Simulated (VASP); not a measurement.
Input of a VASP 6.6.1 run:

Contents of INCAR:

```
SYSTEM = CaF2
PREC = Accurate ; ENCUT = 520
EDIFF = 1E-6 ; ISMEAR = 0
SIGMA = 0.1 ; LREAL = .FALSE.
LASPH = .TRUE. ; NELM = 100
ALGO = Fast ; ISIF = 2
LWAVE = .FALSE. ; LCHARG = .FALSE.
GGA = PE ; NBANDS = 19
```

The input KPOINTS:

```
regular mesh
0
G
  6 6 6
  0 0 0
```

The input POSCAR:

```
CaF2
1.0
    0.0000000000      2.7312500000      2.7312500000
    2.7312500000      0.0000000000      2.7312500000
    2.7312500000      2.7312500000      0.0000000000
Ca F
1 2
Direct
    0.0000000000      0.0000000000      0.0000000000
    0.2500000000      0.2500000000      0.2500000000
    0.7500000000      0.7500000000      0.7500000000
```

Potentials or basis: VASP PAW PBE potentials, release 64 (Ca_sv, F).

Run with:

```bash
$ cat potpaw_PBE.64/Ca_sv/POTCAR potpaw_PBE.64/F/POTCAR > POTCAR
$ mpirun -np 1 vasp_std > vasp.out
```

Task: Predict the pressure.

Result: 2.4 GPa.

Task: Estimate the band gap on the k mesh.

Result: 7.28 eV, indirect (least direct gap 7.53 eV).

A k mesh can miss the band edges.
